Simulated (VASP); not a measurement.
Na:

```xyz
1
Lattice="-2.1410 2.1410 2.1410 2.1410 -2.1410 2.1410 2.1410 2.1410 -2.1410" Properties=species:S:1:pos:R:3 pbc="T T T"
Na    0.0000    0.0000    0.0000
```

| Property | Result |
| --- | --- |
| Program | VASP 6.6.1 |
| Task | single point |
| Functional | PBE |
| Potentials or basis | VASP PAW PBE potentials, release 64 (Na_pv) |
| Cutoff | 520 eV |
| k mesh | 9 × 9 × 9 |
| Occupations | fermi-dirac, width 0.05 eV |
| Spin | no spin polarisation |

On this cell: pressure -0.4 GPa; band gap on the k mesh none (metal or under the smearing width).

The same run follows on a disturbed copy (cell strained at random at fixed volume):

```
CELL_PARAMETERS angstrom
-2.05761 2.14356 2.19933
2.10814 -2.08308 2.18937
2.09200 2.11746 -2.13885
ATOMIC_POSITIONS crystal
Na 0.99870 0.99979 0.99469
```

Problem. What does the disturbed cell give?

Solution. The energy (extrapolated to zero smearing) moves by +1.8 meV/atom; pressure -0.4 GPa; band gap on the k mesh none (metal or under the smearing width).

Stress tensor (GPa, compression positive):
```
-0.40 -0.09 -0.15
-0.09 -0.37 -0.20
-0.15 -0.20 -0.51
```
